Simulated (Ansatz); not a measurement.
Crystal: Al.

```
Al
1.0
    -1.59122    1.59122    1.59122
     1.59122   -1.59122    1.59122
     1.59122    1.59122   -1.59122
Al
1
Direct
  0.00000 0.00000 0.00000
```

This isn't the form of Al at room conditions, which is fcc.

```yaml
Program: Ansatz 0.2.0
Task: relaxation of cell and atoms
Functional: HF
Potentials_or_basis: Ansatz PAW
Cutoff: "420 eV (not typed: the program's choice for these potentials)"
k_mesh: 6 × 6 × 6
Occupations: fermi-dirac, width 0.05 eV
Spin: no spin polarisation
```

At the start: volume 16.12 Å³/atom.

**Question.** How do energy, volume and symmetry change on relaxing?

**Answer.** It ends after 5 steps and the volume is 18.22 Å³/atom (+13.1 %); space group Im-3m (No. 229, to 0.05 Å).

Step by step:
```
step  energy change (eV)  largest force (eV/Å)  volume (Å³)
   1              0.0000                0.0000        16.12
   2             -0.0562                0.0000        18.18
   3             -0.0574                0.0000        18.18
   4             -0.0574                0.0000        18.22
   5             -0.0575                0.0000        18.22
```

Final structure:
```xyz
1
Lattice="-1.6577 1.6577 1.6577 1.6577 -1.6577 1.6577 1.6577 1.6577 -1.6577" Properties=species:S:1:pos:R:3 pbc="T T T"
Al    0.0000    0.0000    0.0000
```

Caveat: the k mesh is coarse (spacing up to 0.47 Å⁻¹), so the values aren't converged, least of all with exact exchange; the plane-wave basis is chosen anew once the cell has moved, so the energies of steps on either side of that aren't comparable; the PAW data sets come from PBE, with cores solved anew for the run's functional, which leaves a small shift of forces and pressure.
